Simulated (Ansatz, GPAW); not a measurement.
**One calculation of MgS, 3 ways**

```
S Mg
1.0
     0.00000    2.83312    2.83312
     2.83312    0.00000    2.83312
     2.83312    2.83312    0.00000
S Mg
1 1
Direct
  0.25000 0.25000 0.25000
  0.00000 0.00000 0.00000
```

The cell comes from a database or a generator and needn't be the stable form of this composition.

Alike in all runs: task equation of state; functional PBEsol; k mesh 8 × 8 × 8; occupations fermi-dirac, width 0.05 eV; no spin polarisation; no spin-orbit coupling.

```csv
program and potentials,plane-wave cutoff (eV),notes,equilibrium volume (Å³/atom),bulk modulus (GPa)
"Ansatz, Ansatz PAW",420,"potentials made for PBE, which Ansatz adapts in part",?,?
"GPAW, PAW data sets generated for this functional",800,-,22.60,57.9
"Ansatz, all-electron LAPW, scalar-relativistic",-,-,22.56,57.7
```

Estimate from the other rows what the run with Ansatz, Ansatz PAW gave.

Equilibrium volume 22.57 Å³/atom; bulk modulus 57.7 GPa. The other rows, which needn't bracket it: equilibrium volume 22.56 to 22.60; bulk modulus 57.7 to 57.9.
